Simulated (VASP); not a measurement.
Here is the system:

```yaml
crystal:
  lattice:
    - [1.77541, -3.07510, 0.00000]
    - [1.77541, 3.07510, 0.00000]
    - [0.00000, 0.00000, 5.72821]
  atoms:
    - { symbol: In, position: [0.66667, 0.33333, 0.49984] }
    - { symbol: In, position: [0.33333, 0.66667, 0.99984] }
    - { symbol: N, position: [0.66667, 0.33333, 0.87916] }
    - { symbol: N, position: [0.33333, 0.66667, 0.37916] }
```

The numbers are results of r2SCAN meta-GGA, VASP's PBE PAW potentials (set 64) (plane waves; VASP), not measurements. Settings: 520 eV cut-off, 8×8×5 Γ-centred mesh, tetrahedra with Blöchl corrections, potentials In_d N.

The job: InN (wurtzite), 4 atoms, r2SCAN, static run, 520 eV, 8×8×5 Γ-centred mesh. Roughly how much core time does it take on a busy server core?

About 8 core-minutes (one run on a shared machine, a rough figure). It had 30 irreducible k-points, 22 bands, up to 1725 plane waves and 21 electronic steps.

The compound is InN in the wurtzite structure. It was relaxed first.
